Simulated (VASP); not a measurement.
Write the native input for VASP 6.6.1 that does the following.

* Task: single point
* Functional: PBE
* Potentials or basis: VASP PAW PBE potentials, release 64 (Nb_sv, P)
* Cutoff: 520 eV
* k mesh: 11 × 11 × 11
* Occupations: fermi-dirac, width 0.05 eV
* Spin: no spin polarisation
* Further INCAR settings: ALGO = Normal; EDIFF = 1e-07; NBANDS = 26

The structure of NbP lies in POSCAR:

```
NbP
1.0
   -1.6625000000      1.6625000000      5.6900000000
    1.6625000000     -1.6625000000      5.6900000000
    1.6625000000      1.6625000000     -5.6900000000
Nb P
2 2
Direct
    0.7500000000      0.2500000000      0.5000000000
    0.0000000000      0.0000000000      0.0000000000
    0.2500000000      0.7500000000      0.5000000000
    0.5000000000      0.5000000000      0.0000000000
```

Measurements of this composition are mostly on another form, of space group No. 109.

These files were run (other wordings do the same):

INCAR

```
PREC = Accurate
ENCUT = 520
EDIFF = 1E-7
ISMEAR = -1
SIGMA = 0.05
LREAL = False
LASPH = True
NELM = 60
ALGO = Normal
ISIF = 2
LWAVE = False
LCHARG = True
GGA = PE
LELF = True
LVHAR = True
NBANDS = 26
```

KPOINTS

```
Automatic mesh
0
Gamma
  11 11 11
```

Potentials or basis: VASP PAW PBE potentials, release 64 (Nb_sv, P).

Launch:

```sh
$ cat potpaw_PBE.64/Nb_sv/POTCAR potpaw_PBE.64/P/POTCAR > POTCAR
$ mpirun -np 1 vasp_std > vasp.out
```

Results of the run:

* Pressure: 18.6 GPa
* Band gap on the k mesh: none (metal or under the smearing width)

Caveat: so large a pressure means that the cell lies far from this level's equilibrium, or that cutoff or potentials fall short.

It took 7.4 min on 1 thread of Intel(R) Xeon(R) Platinum 8559C (Emerald Rapids), with other jobs on the host, peak memory 0.42 GiB.
